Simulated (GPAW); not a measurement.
Ru:

```
Ru
1.0
     2.70580    0.00000    0.00000
    -1.35290    2.34329    0.00000
     0.00000    0.00000    4.28190
Ru
2
Direct
  0.66667 0.33333 0.75000
  0.33333 0.66667 0.25000
```

Base run:

| Item | Value |
| --- | --- |
| Program | GPAW 26.7.0 |
| Functional | OLYP |
| Potentials or basis | PAW data sets generated in the run's folder for this functional |
| Cutoff | 600 eV |
| Basis | pw |
| k mesh | 8 × 8 × 5 |
| Occupations | fermi-dirac, width 0.05 eV |
| Spin | spin-orbit coupling, no magnetisation |

Its results: pressure -2.1 GPa.

The run is repeated on the same cell with these changes: functional from OLYP to PBEint. What comes out?

Pressure -5.3 GPa.

Caveats: spin-orbit coupling was added after a scalar SCF, so levels and gaps hold it while energy, forces, pressure and moments don't.

Not every run made on this cell is shown here.
